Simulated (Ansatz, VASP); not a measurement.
## Al: VASP beside Ansatz

```
Al
1.0
     2.76543    0.00000    0.00000
     0.00000    2.76543    0.00000
     0.00000    0.00000    2.76543
Al
1
Direct
  0.00000 0.00000 0.00000
```

Change from the starting cell: volume scaled by 1.05.

Alike in both runs: task single point; functional PBE; k mesh 15 × 15 × 15; occupations fermi-dirac, width 0.05 eV; no spin polarisation.

|  | VASP | Ansatz |
| --- | --- | --- |
| version | VASP 6.6.1 | Ansatz 0.2.0 |
| potentials or method | VASP PAW PBE potentials, release 64 (Al), cutoff 520 eV | all-electron LAPW, scalar-relativistic |

|  | VASP | Ansatz | Ansatz less VASP |
| --- | --- | --- | --- |
| pressure (GPa) | -2.5 | -2.5 | 0.00 |

Ansatz ran all-electron here, so the differences hold the error of VASP's frozen core and of both bases.
